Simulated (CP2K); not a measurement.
Runs of CP2K 2026.2 on BN. It takes space group P6_3/mmc (No. 194, hexagonal). The conventional cell has a = 2.498 Å, b = 2.498 Å, c = 6.636 Å, α = 90.00°, β = 90.00°, γ = 120.00°. N (site symmetry -6m2) is surrounded by 3 B at 1.44 Å. B (site symmetry -6m2) is surrounded by 3 N at 1.44 Å. 

```tsv
level	cutoff of the non-local correlation (Ry)	gap on the mesh (eV)	pressure (GPa)
optB88-vdW	300	(b)	3.9
BEEF-vdW	300	4.50	1.4
LDA	-	4.09	(c)
MS2	-	(a)	0.9
PBEsol	-	4.17	4.2
```

Alike in all rows: task band structure; potentials or basis POTENTIAL_UZH N GTH-PBE-q5, B GTH-PBE-q3; TZVP-MOLOPT-PBE-GTH basis; no spin polarisation; cell as given; k mesh 12 × 12 × 4; smearing fermi-dirac 0.05 eV.

Question: Estimate the missing entries.

Answer: (a) 4.74; (b) 4.36; (c) 3.8.

Caveats: the potentials were made for another functional, which shifts forces and pressure; the basis of atomic orbitals isn't converged, which shifts pressures, moduli and gaps; this functional lacks dispersion, which binds the layers, so the pressure and a relaxed spacing across them are unreliable (some runs).

Runs at the PBE level aren't shown here.
